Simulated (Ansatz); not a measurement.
# Ge (Fd-3m) in Ansatz: a series of runs

The runs below take Ge through single point, relaxation of cell and atoms, with PBE, PBE+D3(BJ).

All numbers are computed with Ansatz 0.2.0; they aren't measurements. Logs are shortened: lines on timing, memory, paths and dates and some standing lists are left out, and cuts for length are marked.

**What was measured.**

“Electronic and optical properties of SixGe1-x-ySny alloys lattice-matched to Ge”, 2021, arxiv:2109.02782 reports, for a bulk crystal of Ge at 293 K: band gap 0.666 eV (indirect).

The runs below are set against these values where they give the same quantity.

## Step 1: The structure

Symmetry: Fd-3m, No. 227, cubic system. The conventional cell has a = 5.658 Å, b = 5.658 Å, c = 5.658 Å, α = 90.00°, β = 90.00°, γ = 90.00°. Ge (site symmetry -43m) is surrounded by 4 Ge at 2.45 Å.

## Step 2: Single point, PBE

Contents of input.yaml:

```yaml
crystal:
  lattice:
    - [0.0, 2.82891, 2.82891]
    - [2.82891, 0.0, 2.82891]
    - [2.82891, 2.82891, 0.0]
  atoms:
    - { symbol: Ge, position: [0.75, 0.75, 0.75] }
    - { symbol: Ge, position: [0.5, 0.5, 0.5] }
kpoints:
  mp_grid: { grid: [8, 8, 8] }
scf:
  occupations: { method: gaussian, width: 0.017 }
hamiltonian:
  xc: pbe
  pseudopotentials: { kind: all_electron, lapw: { basis_error: 0.001 } }
output:
  forces: true
  stress: true
  eigenvalues: true
```

Potentials or basis: all-electron LAPW, scalar-relativistic.

Run with:

```sh
$ ansatz run input.yaml --threads 1 --pin off --max-ram 3072MiB --backend cpu --events-out ev --progress --plain --runs-dir out
```

Standard output:

```text
Warning: RAYON_NUM_THREADS=1 ignored (pool sized by the plan → 1); use --threads N
LAPW: plane waves up to 9.112 Å⁻¹, error target 1.0e-3 eV per atom; small_component_spin mean_spin; Ge in spheres of 1.225 Å, 22 of its electrons in bands, Dirac shells [] (how accurate: hamiltonian.pseudopotentials.lapw.basis_error, Limitations)
Engine: ansatz 0.2.0, x86_64-unknown-linux-gnu
Pseudopotentials: kind: all_electron
Pseudopotential: Ge, LAPW, valence charge 22, lapw/all_electron/scalar/gaussian/Ge, Koelling and Harmon's equation, gaussian nucleus
Functional definition: PBE
  parameter kappa = 0.804
  parameter beta = 0.06672455060314922
  exchange = pbe_x(kappa = kappa, mu = beta*pi^2/3)
  correlation = pbe_c(beta = beta)
Crystal: 2 atoms, lattice volume = 45.278 Å³
Basis set: ecut = 316.3151111662858 eV, 561 PW (Γ), exchange–correlation at level 2
Bands: 27, of which v1, the nominal top of the filled ones, is band 22 counted from 1 (21 counted from 0)
Symmetry: 48 space group operations
Space group: Fd-3m (ITA 227), of the structure as read, at distance tolerance 3.6e-5 Å
k-points: 29 of 512
Non-local potential: Ge, projectors of the file, none
Initial density: superposition of atomic densities (chi_scale 0.1, normalization cell)
Initial wavefunctions: plane waves of lowest kinetic energy (no species holds an atomic orbital)
Functional: x = pbe(κ = 0.804, μ = 0.2195149727645171), c = pbe(β = 0.06672455060314922)
iter 1 solved again at ethr=9.87e-4 eV; its pass at ethr=1.00e-1 eV (dr2=4.34e-1 eV) is discarded
SCF iter   1: F=—  HF=-114232.656393 eV  |F-HF|=—  |Δ(HF+E_count)|=         —  Δρ=2.92e-2  dr2=4.36e-1  ethr=9.87e-4  ⟨swp⟩=2.1  Hψ=4817  notcnv=0
preconditioner: auto → none  [insulator: Δε(μ)=0.022 eV  Ē_g=24.292 eV  σ=0.017 eV  W_gap=0.60  n_scr=14 (ndim 8)  ℏωp=29.2 eV  f_vac=0.087  D(μ)=0.29/eV (n_scr^D=0)  ε∞_Penn≈2.4]
SCF iter   2: F=—  HF=-114232.588048 eV  |F-HF|=—  |Δ(HF+E_count)|=   6.83e-2  Δρ=1.32e-2  dr2=8.37e-2  ethr=9.87e-4  ⟨swp⟩=2.0  Hψ=2320  notcnv=0
iter 3 solved again at ethr=6.71e-7 eV; its pass at ethr=1.90e-4 eV (dr2=2.95e-4 eV) is discarded
SCF iter   3: F=—  HF=-114232.583065 eV  |F-HF|=—  |Δ(HF+E_count)|=   4.98e-3  Δρ=1.12e-3  dr2=2.96e-4  ethr=6.71e-7  ⟨swp⟩=2.7  Hψ=3974  notcnv=0
SCF iter   4: F=—  HF=-114232.579041 eV  |F-HF|=—  |Δ(HF+E_count)|=         —  Δρ=4.60e-4  dr2=5.66e-5  ethr=6.71e-7  ⟨swp⟩=3.0  Hψ=2412  notcnv=0
the basis was enlarged: its passes take 114.8 KiB over the memory plan, 1 of 1 planned eigensolver slots
SCF iter   5: F=—  HF=-114232.579129 eV  |F-HF|=—  |Δ(HF+E_count)|=   8.85e-5  Δρ=8.13e-5  dr2=2.00e-6  ethr=1.29e-7  ⟨swp⟩=3.0  Hψ=2318  notcnv=0
SCF iter   6: F=-114232.579135 eV  HF=-114232.579135 eV  |F-HF|=6.33e-8  |Δ(HF+E_count)|=   5.75e-6  Δρ=8.53e-6  dr2=2.74e-8  ethr=4.54e-9  ⟨swp⟩=3.0  Hψ=2294  notcnv=0
SCF 1 converged in 6 iterations: F = -114232.579135 eV  dr2 = 2.74e-8
SCF converged after 6 iterations
Free energy (F): -114232.579135 eV
Harris-Foulkes:  -114232.579135 eV  (|F-HF|=6.33e-8)
Internal energy: -114232.579114 eV  (E = F + TS)
E sigma→0 (E₀):  -114232.579125 eV
Entropy (-TS):   -0.000021 eV (-0.010 meV/atom)
Fermi energy:    10.008405 eV
--- Per-component energies (eV) ---
  E_band       = -2085.238070
  E_kinetic    = 116630.347376
  E_xc         = -4340.947129
  E_electrostatic = -226521.979362  (all electrons and nuclei)
  E_smearing   = -0.000021  (= −TS)
  E_closure    = 0.000000  (closes the sum)
  E_atoms      = -114223.599835  (free atoms, spherical and without spin; not in F)
  Σ components = -114232.579135   (vs F -114232.579135, Δ=0.00e0)
  Basis errors (estimates in eV, not in F): energy 4.4e-4 per atom: plane waves 3.9e-4 (2.3e-4 summed), levels above the bands 0.0e0, relativity 3.2e-8, radial functions 4.5e-5, core shells 2.1e-11; eigenvalues (radial functions only) 4.2e-7; not estimated: angular momenta, meshes, grids; target (lapw.basis_error) 1.0e-3; muffin-tin radii Ge 1.225 Å
--- Forces (eV/Å), atoms counted from 1 ---
  atom   1  Ge    -0.00000000     0.00000000     0.00000000
  atom   2  Ge    -0.00000000     0.00000000    -0.00000000
  max |Σ_I F_I| component: 7.23e-19 eV/Å
--- Stress (GPa, compression-positive) ---
        3.562010       0.000000      -0.000000
        0.000000       3.562010      -0.000000
       -0.000000      -0.000000       3.562010
  P = ⅓ Tr σ = 3.5620 GPa (35.620 kbar)
--- Band table (eV; the first three rows and the last of 29) ---
  k-point 0: bands = ["-153.7914", "-153.7890", "-100.9235", "-100.9235", "-100.9235", "-100.9148", "-100.9148", "-100.9148", "-14.8251", "-14.8251", "-14.8251", "-14.7900", "-14.7900", "-14.5780", "-14.5780", "-14.5780", "-14.5657", "-14.5657", "-2.7844", "9.9871", "9.9871", "9.9871", "10.0229", "12.5381", "12.5381", "12.5381", "16.4143"]
  k-point 1: bands = ["-153.7913", "-153.7891", "-100.9235", "-100.9235", "-100.9233", "-100.9149", "-100.9147", "-100.9147", "-14.8333", "-14.8333", "-14.8226", "-14.7785", "-14.7785", "-14.5905", "-14.5905", "-14.5810", "-14.5550", "-14.5550", "-2.5942", "7.6339", "9.6521", "9.6521", "11.0286", "12.9863", "12.9863", "13.4758", "17.3421"]
  k-point 2: bands = ["-153.7911", "-153.7893", "-100.9237", "-100.9237", "-100.9230", "-100.9153", "-100.9145", "-100.9145", "-14.8434", "-14.8434", "-14.8165", "-14.7613", "-14.7613", "-14.6045", "-14.6045", "-14.5882", "-14.5445", "-14.5445", "-2.0421", "5.2719", "9.1049", "9.1049", "10.6606", "13.6174", "13.6174", "15.6231", "18.0115"]
  k-point 28: bands = ["-153.7902", "-153.7902", "-100.9246", "-100.9246", "-100.9191", "-100.9191", "-100.9137", "-100.9137", "-14.8729", "-14.8729", "-14.7313", "-14.7313", "-14.6828", "-14.6828", "-14.6505", "-14.6505", "-14.5114", "-14.5114", "1.2000", "1.2000", "6.0853", "6.0853", "14.3118", "14.3118", "14.7020", "14.7020", "21.0045"]
```

It took 11 s on 1 thread of Intel Xeon Platinum 8259CL at 2.50GHz (Skylake/Cascade Lake), shared host; peak memory 0.33 GiB.

What came out:

```
Free energy            : -114232.5791 eV
Pressure               : 3.6 GPa
Band gap on the k mesh : 0.04 eV, direct
```

Levels at points of the mesh, in eV from the valence-band top:
```
             k point  band 19  band 20  band 21  band 22  band 23  band 24  band 25  band 26
  (0.00, 0.00, 0.00)   -12.77     0.00     0.00     0.00     0.04     2.55     2.55     2.55
 (0.00, 0.00, -0.50)   -10.68    -7.60    -1.40    -1.40     0.18     3.74     3.74     7.13
(0.00, -0.50, -0.50)    -8.88    -8.88    -3.07    -3.07     0.75     0.75     9.51     9.51
```

## Step 3: Relaxation of cell and atoms, PBE+D3(BJ)

input.yaml: that of step 2 with these lines changed.

```diff
@@ -11,5 +11,6 @@
 scf:
-  occupations: { method: gaussian, width: 0.017 }
+  occupations: { method: fermi_dirac, width: 0.05 }
 hamiltonian:
   xc: pbe
+  dispersion: d3bj
   pseudopotentials: { kind: all_electron, lapw: { basis_error: 0.001 } }
@@ -18,2 +19,5 @@
   stress: true
-  eigenvalues: true
+relax:
+  f_tol: 0.01
+  max_steps: 60
+  cell: {}
```

Potentials or basis: all-electron LAPW, scalar-relativistic.

Run with:

```sh
$ ansatz run input.yaml --threads 1 --pin off --max-ram 3072MiB --backend cpu --events-out ev --progress --plain --runs-dir out
```

Standard output:

```text
Warning: RAYON_NUM_THREADS=1 ignored (pool sized by the plan → 1); use --threads N
The last accepted step is kept in <dir> (removed where the run ends without a failure and the disk answers)
LAPW: plane waves up to 9.466 Å⁻¹, error target 1.0e-3 eV per atom; small_component_spin mean_spin; Ge in spheres of 1.188 Å, 22 of its electrons in bands, Dirac shells [] (how accurate: hamiltonian.pseudopotentials.lapw.basis_error, Limitations)
[... 8 set-up lines as earlier in the session ...]
Crystal: 2 atoms, lattice volume = 45.278 Å³
Basis set: ecut = 341.3908014706591 eV, 645 PW (Γ), exchange–correlation at level 2
Bands: 27, of which v1, the nominal top of the filled ones, is band 22 counted from 1 (21 counted from 0)
[... 2 set-up lines as earlier in the session ...]
k-points: 29 of 512
[... 4 set-up lines as earlier in the session ...]
iter 1 solved again at ethr=9.81e-4 eV; its pass at ethr=1.00e-1 eV (dr2=4.32e-1 eV) is discarded
SCF iter   1: F=—  HF=-114233.251091 eV  |F-HF|=—  |Δ(HF+E_count)|=         —  Δρ=2.96e-2  dr2=4.34e-1  ethr=9.81e-4  ⟨swp⟩=2.1  Hψ=4830  notcnv=0
preconditioner: auto → none  [insulator: Δε(μ)=0.236 eV  Ē_g=24.291 eV  σ=0.050 eV  W_gap=0.65  n_scr=14 (ndim 8)  ℏωp=29.2 eV  f_vac=0.084  D(μ)=0.07/eV (n_scr^D=0)  ε∞_Penn≈2.4]
SCF iter   2: F=—  HF=-114233.182764 eV  |F-HF|=—  |Δ(HF+E_count)|=   6.83e-2  Δρ=1.34e-2  dr2=8.34e-2  ethr=9.81e-4  ⟨swp⟩=2.0  Hψ=2320  notcnv=0
[... 37 lines left out ...]
SCF converged after 2 iterations
Free energy (F): -114233.178498 eV
Harris-Foulkes:  -114233.178498 eV  (|F-HF|=1.96e-9)
Internal energy: -114233.177697 eV  (E = F + TS)
E sigma→0 (E₀):  -114233.178098 eV
Entropy (-TS):   -0.000801 eV (-0.401 meV/atom)
Fermi energy:    9.668858 eV
--- Per-component energies (eV) ---
  E_band       = -2098.063650
  E_kinetic    = 116629.153118
  E_xc         = -4340.609608
  E_electrostatic = -226521.140276  (all electrons and nuclei)
  E_disp       = -0.580931  (pairwise vdW)
  E_smearing   = -0.000801  (= −TS)
  E_closure    = 0.000000  (closes the sum)
  E_atoms      = -114223.599835  (free atoms, spherical and without spin; not in F)
  Σ components = -114233.178498   (vs F -114233.178498, Δ=0.00e0)
  Basis errors (estimates in eV, not in F): energy 4.3e-4 per atom: plane waves 3.8e-4 (2.3e-4 summed), levels above the bands 6.2e-58, relativity 6.4e-8, radial functions 4.1e-5, core shells 5.2e-11; eigenvalues (radial functions only) 2.3e-7; not estimated: angular momenta, meshes, grids; target (lapw.basis_error) 1.0e-3; muffin-tin radii Ge 1.197 Å
--- Forces (eV/Å), atoms counted from 1 ---
  atom   1  Ge     0.00000000    -0.00000000     0.00000000
  atom   2  Ge    -0.00000000     0.00000000    -0.00000000
  max |Σ_I F_I| component: 7.23e-19 eV/Å
--- Stress (GPa, compression-positive) ---
        0.007952      -0.000000      -0.000000
       -0.000000       0.007952      -0.000000
       -0.000000      -0.000000       0.007952
  P = ⅓ Tr σ = 0.0080 GPa (0.080 kbar)
--- Relaxed structure (3 steps of the walk, 3 accepted, 1 SCFs on fresh bases) ---
  F+E_penalty+E_count = -114233.17849847 eV   max|allowed force component| = 7.517e-18 eV/Å   (the final SCF, on the basis selected at the relaxed cell)
  cell:  # Å, volume = 46.3005 Å³
    - [-3.184607520559745e-34, 2.8500459863256475, 2.8500459863256475]
    - [2.8500459863256475, 2.547686016447795e-35, 2.8500459863256475]
    - [2.8500459863256475, 2.8500459863256475, 3.4393761222045233e-34]
  atoms:
    - { symbol: Ge, position: [0.75, 0.75, 0.75] }
    - { symbol: Ge, position: [0.5, 0.5, 0.5] }
```

It took 27 s on 1 thread of Intel Xeon Platinum 8259CL at 2.50GHz (Skylake/Cascade Lake), shared host; peak memory 0.36 GiB.

Results:

```
Free energy                            : -114233.1785 eV
Relaxed volume                         : 23.15 Å³/atom
Relaxed cell                           : a = 4.031 Å, b = 4.031 Å, c = 4.031 Å, α = 60.00°, β = 60.00°, γ = 60.00°
Space group after relaxing (to 0.05 Å) : Fd-3m (No. 227)
Energy gained by relaxing              : 2.3 meV/atom
Ionic steps                            : 4
Pressure after relaxing                : 0.0 GPa
```

Step by step:
```tsv
step	energy change (eV)	largest force (eV/Å)	volume (Å³)
1	0.0000	0.0000	45.28
2	-0.0044	0.0000	46.07
3	-0.0046	0.0000	46.30
4	-0.0046	0.0000	46.30
```

Final structure:
```
Ge
1.0
     0.00000    2.85005    2.85005
     2.85005    0.00000    2.85005
     2.85005    2.85005    0.00000
Ge
2
Direct
  0.75000 0.75000 0.75000
  0.50000 0.50000 0.50000
```

## Step 4: Comparison with measurements

Step 2. Measured gap of Ge: 0.666 eV (indirect; 293 K; “Electronic and optical properties of SixGe1-x-ySny alloys lattice-matched to Ge”, 2021, arxiv:2109.02782). This calculation gives 0.04 eV (-0.63 eV). 3 values of this kind are on record (0.666 to 0.807 eV); this one was drawn at random among those near their median. Spin-orbit coupling on Ge is left out. The value is that of PBE on a finite k mesh, which can miss the band edges, without temperature or zero-point motion. Semilocal functionals fall short of measured gaps as a rule.

Step 3. The cell as given is a measured one (22.64 Å³/atom); PBE+D3(BJ) puts the equilibrium volume +2.3 % from it, thermal expansion not counted.
